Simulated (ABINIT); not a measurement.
# AgCl (Chlorargyrite) (Fm-3m) in ABINIT: reference runs

Reference runs on AgCl (Chlorargyrite): the cell as given.

All numbers are computed with ABINIT 10.8.3 (patched build); they aren't measurements. Logs are shortened: lines on timing, memory, paths and dates and some standing lists are left out, and cuts for length are marked. The log counts tension as positive stress, the text compression.

**The experiment to reproduce.**

A printed reference work, data compilation reports, for a bulk crystal of AgCl: band gap 3.249 eV (indirect).

The results are compared with them further down.

**1. The crystal as given**

Symmetry: Fm-3m, No. 225, cubic system. Conventional cell: a = 5.470 Å, b = 5.470 Å, c = 5.470 Å, α = 90.00°, β = 90.00°, γ = 90.00°. Ag (site symmetry m-3m) is surrounded by 6 Cl at 2.73 Å. Cl (site symmetry m-3m) is surrounded by 6 Ag at 2.73 Å.

**2. Single point, PBEsol**

run.abi

```
pp_dirpath "./"
pseudos "Ag.upf, Cl.upf"

acell 3*1.0
rprim
     0.0000000000     5.1684009509     5.1684009509
     5.1684009509     0.0000000000     5.1684009509
     5.1684009509     5.1684009509     0.0000000000
ntypat 2
znucl 47 17
natom 2
typat 1 2
xcart
     0.0000000000     0.0000000000     0.0000000000
     5.1684009509     5.1684009509     5.1684009509

ecut 1115.666836 eV

kptopt 1
ngkpt 8 8 8
nshiftk 1
shiftk 0.0 0.0 0.0

ixc -116133

nband 17
occopt 3
tsmear 0.05 eV

nstep 100
tolvrs 1.0e-10

iomode 3
prtwf 0
prteig 0
prtebands 0
enunit 2
prtden 1
prtvha 1
prtvclmb 1
prtpot 1
prtelf 1
```

Potentials or basis: PseudoDojo NC SR PBEsol v0.4.1 standard.

Started as:

```sh
mpirun --bind-to none -np 4 abinit run.abi > log 2>&1
```

run.abo:

```text
.Version 10.8.3 of ABINIT
 Symmetries : space group Fm -3 m (#225); Bravais cF (face-center cubic)
================================================================================
 Values of the parameters that define the memory need of the present run
     intxc =       0    ionmov =       0      iscf =       7    lmnmax =       6
     lnmax =       6     mgfft =      45  mpssoang =       3    mqgrid =    3001
     natom =       2  nloc_mem =       1    nspden =       1   nspinor =       1
    nsppol =       1      nsym =      48    n1xccc =    2501    ntypat =       2
    occopt =       3   xclevel =       2
       mpw =        3479          nfft =       91125          nkpt =          29
================================================================================
================================================================================

--------------------------------------------------------------------------------
------------- Echo of variables that govern the present computation ------------
--------------------------------------------------------------------------------
 -outvars: echo values of preprocessed input variables --------
            acell      1.0000000000E+00  1.0000000000E+00  1.0000000000E+00 Bohr
              amu      1.07868200E+02  3.54527000E+01
             ecut      4.10000000E+01 Hartree
           enunit           2
              ixc     -116133
         kptrlatt        8    0    0      0    8    0      0    0    8
          kptrlen      5.84737818E+01
            natom           2
            nband          17
            ngfft          45      45      45
             nkpt          29
            nstep         100
             nsym          48
           ntypat           2
           occopt           3
        prtebands           0
           prteig           0
           prtelf           1
           prtpot           1
         prtvclmb           1
           prtvha           1
            prtwf           0
            rprim      0.0000000000E+00  5.1684009509E+00  5.1684009509E+00
                       5.1684009509E+00  0.0000000000E+00  5.1684009509E+00
                       5.1684009509E+00  5.1684009509E+00  0.0000000000E+00
          spgroup         225
           tolvrs      1.00000000E-10
           tsmear      1.83746611E-03 Hartree
            typat      1  2
           xangst      0.0000000000E+00  0.0000000000E+00  0.0000000000E+00
                       2.7349999982E+00  2.7349999982E+00  2.7349999982E+00
            xcart      0.0000000000E+00  0.0000000000E+00  0.0000000000E+00
                       5.1684009509E+00  5.1684009509E+00  5.1684009509E+00
             xred      0.0000000000E+00  0.0000000000E+00  0.0000000000E+00
                       5.0000000000E-01  5.0000000000E-01  5.0000000000E-01
            znucl       47.00000   17.00000

================================================================================

 chkinp: Checking input parameters for consistency.

================================================================================
== DATASET  1 ==================================================================

--- !DatasetInfo
iteration_state: {dtset: 1, }
dimensions: {natom: 2, nkpt: 29, mband: 17, nsppol: 1, nspinor: 1, nspden: 1, mpw: 3479, }
cutoff_energies: {ecut:  41.0, pawecutdg:  -1.0, }
electrons: {nelect:   2.60000000E+01, charge:   0.00000000E+00, occopt:   3.00000000E+00, tsmear:   1.83746611E-03, }
meta: {optdriver: 0, ionmov: 0, optcell: 0, iscf: 7, paral_kgb: 0, }
...

 Real(R)+Recip(G) space primitive vectors, cartesian coordinates (Bohr,Bohr^-1):
 R(1)=  0.0000000  5.1684010  5.1684010  G(1)= -0.0967417  0.0967417  0.0967417
 R(2)=  5.1684010  0.0000000  5.1684010  G(2)=  0.0967417 -0.0967417  0.0967417
 R(3)=  5.1684010  5.1684010  0.0000000  G(3)=  0.0967417  0.0967417 -0.0967417
 Unit cell volume ucvol=  2.7612046E+02 bohr^3
 Angles (23,13,12)=  6.00000000E+01  6.00000000E+01  6.00000000E+01 degrees

 getcut: wavevector=  0.0000  0.0000  0.0000  ngfft=  45  45  45
         ecut(hartree)=     41.000   => boxcut(ratio)=   2.08845

--- Pseudopotential description ------------------------------------------------
- pspini: atom type   1  psp file is ./Ag.upf
12 -116133 2 -1 1538                          pspcod,pspxc,lmax,lloc,mmax
     nproj     2     2     2

- pspini: atom type   2  psp file is ./Cl.upf
12 -116133 2 -1 1028                          pspcod,pspxc,lmax,lloc,mmax
     nproj     2     2     2

   9.51626373E+02                                ecore*ucvol(ha*bohr**3)
--------------------------------------------------------------------------------

================================================================================

--- !BeginCycle
iteration_state: {dtset: 1, }
solver: {iscf: 7, nstep: 100, nline: 4, wfoptalg: 0, }
tolerances: {tolvrs: 1.00E-10, }
...

     iter   Etot(hartree)      deltaE(h)  residm     vres2
 ETOT  1  -171.07460728120    -1.711E+02 1.665E-01 1.749E+02
 ETOT  2  -171.27045329352    -1.958E-01 1.758E-02 1.197E+02
 ETOT  3  -171.28405646846    -1.360E-02 7.601E-04 9.270E-01
 ETOT  4  -171.28420338465    -1.469E-04 1.169E-04 3.463E-01
 ETOT  5  -171.28423560092    -3.222E-05 1.831E-05 1.069E-02
 ETOT  6  -171.28423643938    -8.385E-07 1.373E-05 6.014E-04
 ETOT  7  -171.28423649251    -5.313E-08 2.374E-06 2.264E-05
 ETOT  8  -171.28423649459    -2.072E-09 1.770E-06 2.004E-08
 ETOT  9  -171.28423649459    -7.958E-12 3.306E-07 4.127E-10
 ETOT 10  -171.28423649460    -2.899E-12 3.726E-07 8.482E-12

 At SCF step   10       vres2   =  8.48E-12 < tolvrs=  1.00E-10 =>converged.

 Compute ELF
--------------------------------------------------------------------------------

 Compute kinetic energy density

 Compute gradient of the electron density
 Electron Localization Function (ELF) [min:0;max:1]
)     Maximum=    8.7220E-01  at reduced coord.    0.3778    0.6222    0.6444
)     Minimum=    1.3184E-05  at reduced coord.    0.5111    0.4889    0.4889
   Integrated=    8.0287E+01

--------------------------------------------------------------------------------
 End of ELF section

 Cartesian components of stress tensor (hartree/bohr^3)
  sigma(1 1)=  2.54089221E-05  sigma(3 2)=  0.00000000E+00
  sigma(2 2)=  2.54089221E-05  sigma(3 1)=  0.00000000E+00
  sigma(3 3)=  2.54089221E-05  sigma(2 1)=  0.00000000E+00

--- !ResultsGS
iteration_state: {dtset: 1, }
comment   : Summary of ground state results
lattice_vectors:
- [  0.0000000,   5.1684010,   5.1684010, ]
- [  5.1684010,   0.0000000,   5.1684010, ]
- [  5.1684010,   5.1684010,   0.0000000, ]
lattice_lengths: [   7.30922,    7.30922,    7.30922, ]
lattice_angles: [ 60.000,  60.000,  60.000, ] # degrees, (23, 13, 12)
lattice_volume:   2.7612046E+02
convergence: {deltae: -2.899E-12, res2:  8.482E-12, residm:  3.726E-07, diffor: null, }
etotal    :  -1.71284236E+02
entropy   :   0.00000000E+00
fermie    :   2.05296126E-01
cartesian_stress_tensor: # hartree/bohr^3
- [  2.54089221E-05,   0.00000000E+00,   0.00000000E+00, ]
- [  0.00000000E+00,   2.54089221E-05,   0.00000000E+00, ]
- [  0.00000000E+00,   0.00000000E+00,   2.54089221E-05, ]
pressure_GPa:  -7.4756E-01
xred      :
- [  0.0000E+00,   0.0000E+00,   0.0000E+00, Ag]
- [  5.0000E-01,   5.0000E-01,   5.0000E-01, Cl]
cartesian_forces: # hartree/bohr
- [ -0.00000000E+00,  -0.00000000E+00,  -0.00000000E+00, ]
- [ -0.00000000E+00,  -0.00000000E+00,  -0.00000000E+00, ]
force_length_stats: {min:   0.00000000E+00, max:   0.00000000E+00, mean:   0.00000000E+00, }
...

 Integrated electronic density in atomic spheres:
 ------------------------------------------------
 Atom  Sphere_radius  Integrated_density
    1        2.00000         16.37851278
    2        2.00000          5.02194111
================================================================================

 ----iterations are completed or convergence reached----

 Mean square residual over all n,k,spin=   18.540E-10; max=  37.255E-08
 reduced coordinates (array xred) for    2 atoms
       0.000000000000      0.000000000000      0.000000000000
       0.500000000000      0.500000000000      0.500000000000
 rms dE/dt=  0.0000E+00; max dE/dt=  0.0000E+00; dE/dt below (all hartree)
    1       0.000000000000      0.000000000000      0.000000000000
    2       0.000000000000      0.000000000000      0.000000000000

 cartesian coordinates (angstrom) at end:
    1      0.00000000000000     0.00000000000000     0.00000000000000
    2      2.73499999817022     2.73499999817022     2.73499999817022

 cartesian forces (hartree/bohr) at end:
    1     -0.00000000000000    -0.00000000000000    -0.00000000000000
    2     -0.00000000000000    -0.00000000000000    -0.00000000000000
 frms,max,avg= 0.0000000E+00 0.0000000E+00   0.000E+00  0.000E+00  0.000E+00 h/b

 cartesian forces (eV/Angstrom) at end:
    1     -0.00000000000000    -0.00000000000000    -0.00000000000000
    2     -0.00000000000000    -0.00000000000000    -0.00000000000000
 frms,max,avg= 0.0000000E+00 0.0000000E+00   0.000E+00  0.000E+00  0.000E+00 e/A
 length scales=  1.000000000000  1.000000000000  1.000000000000 bohr
              =  0.529177210544  0.529177210544  0.529177210544 angstroms
 Fermi (or HOMO) energy (hartree) =   0.20530   Average Vxc (hartree)=  -0.39447
 Eigenvalues (hartree) for nkpt=  29  k points:
 kpt#   1, nband= 17, wtk=  0.00195, kpt=  0.0000  0.0000  0.0000 (reduced coord)
  -3.11225   -1.77276   -1.77276   -1.77276   -0.37770    0.09161    0.09161    0.09161
   0.09315    0.09315    0.09732    0.09732    0.09732    0.21585    0.57687    0.57687
   0.57687
      occupation numbers for kpt#   1
   2.00000    2.00000    2.00000    2.00000    2.00000    2.00000    2.00000    2.00000
   2.00000    2.00000    2.00000    2.00000    2.00000    0.00637    0.00000    0.00000
   0.00000
 prteigrs : prtvol=0 or 1, do not print more k-points.

 Fermi (or HOMO) energy (eV) =   5.58639   Average Vxc (eV)= -10.73403
 Eigenvalues (   eV  ) for nkpt=  29  k points:
 kpt#   1, nband= 17, wtk=  0.00195, kpt=  0.0000  0.0000  0.0000 (reduced coord)
 -84.68867  -48.23923  -48.23923  -48.23923  -10.27779    2.49277    2.49277    2.49277
   2.53470    2.53470    2.64813    2.64813    2.64813    5.87368   15.69744   15.69744
  15.69744
 prteigrs : prtvol=0 or 1, do not print more k-points.

--- !EnergyTerms
iteration_state     : {dtset: 1, }
comment             : Components of total free energy in Hartree
kinetic             :  5.88241543633894E+01
hartree             :  4.94306345457190E+01
xc                  : -2.74635315502290E+01
Ewald energy        : -1.04948436584543E+02
psp_core            :  3.44641744917000E+00
local_psp           : -1.50622025044291E+02
non_local_psp       :  4.85507201034960E-02
internal            : -1.71284236100681E+02
'-kT*entropy'       : -3.93916512847938E-07
total_energy        : -1.71284236494597E+02
total_energy_eV     : -4.66088151710244E+03
band_energy         : -1.61800279770977E+01
...

 Cartesian components of stress tensor (hartree/bohr^3)
  sigma(1 1)=  2.54089221E-05  sigma(3 2)=  0.00000000E+00
  sigma(2 2)=  2.54089221E-05  sigma(3 1)=  0.00000000E+00
  sigma(3 3)=  2.54089221E-05  sigma(2 1)=  0.00000000E+00

-Cartesian components of stress tensor (GPa)         [Pressure= -7.4756E-01 GPa]
- sigma(1 1)=  7.47556297E-01  sigma(3 2)=  0.00000000E+00
- sigma(2 2)=  7.47556297E-01  sigma(3 1)=  0.00000000E+00
- sigma(3 3)=  7.47556297E-01  sigma(2 1)=  0.00000000E+00

== END DATASET(S) ==============================================================
================================================================================

 -outvars: echo values of variables after computation  --------
            acell      1.0000000000E+00  1.0000000000E+00  1.0000000000E+00 Bohr
           etotal     -1.7128423649E+02
            fcart     -0.0000000000E+00 -0.0000000000E+00 -0.0000000000E+00
                      -0.0000000000E+00 -0.0000000000E+00 -0.0000000000E+00
            rprim      0.0000000000E+00  5.1684009509E+00  5.1684009509E+00
                       5.1684009509E+00  0.0000000000E+00  5.1684009509E+00
                       5.1684009509E+00  5.1684009509E+00  0.0000000000E+00
           strten      2.5408922071E-05  2.5408922071E-05  2.5408922071E-05
                       0.0000000000E+00  0.0000000000E+00  0.0000000000E+00
           xangst      0.0000000000E+00  0.0000000000E+00  0.0000000000E+00
                       2.7349999982E+00  2.7349999982E+00  2.7349999982E+00
             xred      0.0000000000E+00  0.0000000000E+00  0.0000000000E+00
                       5.0000000000E-01  5.0000000000E-01  5.0000000000E-01
 Calculation completed.
```

Wall time 26 s (4 MPI ranks of AMD EPYC 7R43 (Zen 3), shared host); peak memory 0.32 GiB.

What came out:

* Free energy: -4660.8815 eV
* Pressure: -0.7 GPa
* Band gap on the k mesh: 0.73 eV, indirect (least direct gap 3.18 eV)
* Valence electrons inside the program's atomic spheres: Ag 16.38; Cl 5.02

**3. Equation of state, PBEsol**

run.abi

```
# Datasets: one volume each
ndtset 7
scalecart1 3*0.9795861087
scalecart2 3*0.9864848297
scalecart3 3*0.9932883884
scalecart4 3*1.0000000000
scalecart5 3*1.0066227096
scalecart6 3*1.0131594038
scalecart7 3*1.0196128224

# Pseudopotentials
pp_dirpath "./"
pseudos "Ag.upf, Cl.upf"

# Structure
acell 7.3092227205 7.3092227205 7.3092227205
rprim
     0.0000000000     0.7071067812     0.7071067812
     0.7071067812     0.0000000000     0.7071067812
     0.7071067812     0.7071067812     0.0000000000
ntypat 2
znucl 47 17
natom 2
typat 1 2
xred
     0.0000000000     0.0000000000     0.0000000000
     0.5000000000     0.5000000000     0.5000000000

# Plane-wave basis
ecut 1115.666836 eV

# k points
kptopt 1
ngkpt 8 8 8
nshiftk 1
shiftk 0.0 0.0 0.0

# Exchange and correlation
ixc -116133

# Bands and occupations
nband 17
occopt 3
tsmear 0.05 eV

# SCF cycle
nstep 100
tolvrs 1.0e-10

# Output
iomode 3
prtwf 0
prtden 0
prteig 0
prtebands 0
enunit 2
```

Potentials or basis: PseudoDojo NC SR PBEsol v0.4.1 standard.

Started as:

```sh
mpirun --bind-to none -np 4 abinit run.abi > log 2>&1
```

Run time: 2.4 min. Hardware: 4 MPI ranks of AMD EPYC 7R43 (Zen 3), shared host; peak memory 0.4 GiB.

It converged, with:

* Equilibrium volume: 20.21 Å³/atom
* Bulk modulus: 57 GPa
* Pressure derivative of the bulk modulus: 5.3

Energy against volume, from the lowest point:
| volume (Å³/atom) | energy (meV/atom) |
| --- | --- |
| 19.231 | 9.10 |
| 19.640 | 2.80 |
| 20.049 | 0.00 |
| 20.458 | 0.29 |
| 20.868 | 3.29 |
| 21.277 | 8.68 |
| 21.686 | 16.18 |

Caveat: pressures at fixed basis lie under the slope of the energies.

**4. How close it comes**

Step 2. Measured gap of AgCl: 3.249 eV (indirect; a printed reference work, data compilation). This calculation gives 0.73 eV (-2.52 eV). So large a miss can be the level of theory's own, or it may mean another phase, state or a wrong row. Spin-orbit coupling on Ag is left out. The value is that of PBEsol on a finite k mesh, which can miss the band edges, without temperature or zero-point motion. Semilocal functionals fall short of measured gaps as a rule.
